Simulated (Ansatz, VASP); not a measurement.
# AlNi: VASP beside Ansatz

```
Al Ni
1.0
     2.79091    0.00000    0.00000
     0.00000    2.79091    0.00000
     0.00000    0.00000    3.07000
Al Ni
1 1
Direct
  0.00000 0.00000 0.00000
  0.50000 0.50000 0.50000
```

Alike in both runs: task single point; functional PBE; k mesh 18 × 18 × 18; occupations gaussian, width 0.15 eV; no spin polarisation.

|  | VASP | Ansatz |
| --- | --- | --- |
| version | VASP 6.6.1 | Ansatz 0.2.0 |
| potentials or method | VASP PAW PBE potentials, release 64 (Al, Ni) | scalar-relativistic, plane waves, PAW |
| plane-wave cutoff (eV) | 520 | 420 |
| valence electrons in the cell | 13 | 21 |

|  | VASP | Ansatz | Ansatz less VASP |
| --- | --- | --- | --- |
| gap on the k mesh at the Fermi level (eV) | none | none | - |
| pressure (GPa) | 2.5 | 2.5 | -0.02 |
| largest component of the traceless stress (GPa) | 3.57 | 3.48 | -0.093 |

A gap of «none» marks a metal or a gap that the smearing closes. The functional is the same, so the differences come from potentials, cutoffs and numerics. The two sets of potentials don't hold the same shells in valence.

Spin polarisation is off, so any magnetic state and its effect on volume and gap are missing.
